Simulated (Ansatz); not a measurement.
# Phases of HfN at 200 GPa

Structure types of HfN are relaxed in primitive cells with their symmetry kept at 200 GPa, on PAW files; LAPW relaxes the small cells further and takes the PAW cell for the others (marked *). The enthalpy is E + pV at zero temperature, without zero-point motion. Only the types listed were tried, and differences under about 5 meV/atom are mesh noise. The real phase may be another.

Level of theory: DFT with PBE, scalar-relativistic, in Ansatz 0.2.0; Fermi–Dirac smearing of 0.08 eV, no spin polarisation. LAPW: all electrons, basis error target 0.5 meV/atom; PAW: frozen-core files, cutoff 420 eV.

k meshes: rocksalt 17×17×17, CsCl 15×15×15, WC 17×17×15, NiAs 11×11×6, zincblende 16×16×16.

Spin–orbit coupling is left out, which matters for the heavy atoms.

Problem. Order the types by LAPW enthalpy, lowest first.
A. CsCl
B. NiAs
C. rocksalt
D. zincblende
E. WC

Solution. C (0 meV/atom), A (323 meV/atom), E (497 meV/atom), B (639 meV/atom), D (2589 meV/atom).

```
start type            ends as          a, b, c (Å)  V (Å³/atom)  H − H(lowest), LAPW (meV/atom)  same, PAW
  rocksalt    rocksalt, Fm-3m  4.037, 4.037, 4.037         8.23                             0.0        0.0
      CsCl        CsCl, Pm-3m  2.489, 2.489, 2.489         7.71                           322.9      322.7
        WC          WC, P-6m2  2.684, 2.684, 2.630         8.20                           497.2      498.1
     NiAs*     NiAs, P6_3/mmc  2.720, 2.720, 5.210         8.34                           639.3      639.9
zincblende  zincblende, F-43m  4.244, 4.244, 4.244         9.56                          2588.6     2593.3
```

Problem. Split the lead of rocksalt over CsCl into energy and pV.

Solution. For CsCl less rocksalt: ΔE = +962.5 meV/atom, and p·ΔV = 200 GPa × -0.5124 Å³ × 6.242 meV/(GPa·Å³) = -639.6 meV/atom, together 322.9 meV/atom. rocksalt wins by its internal energy, though it is the less dense.

Problem. Would CsCl gain on rocksalt at higher pressure?

Solution. Yes: dH/dp = V, and its volume is smaller by 0.51 Å³/atom. Held constant, that would close the gap after about 100 GPa more, a rough figure, since the volume difference changes with pressure.
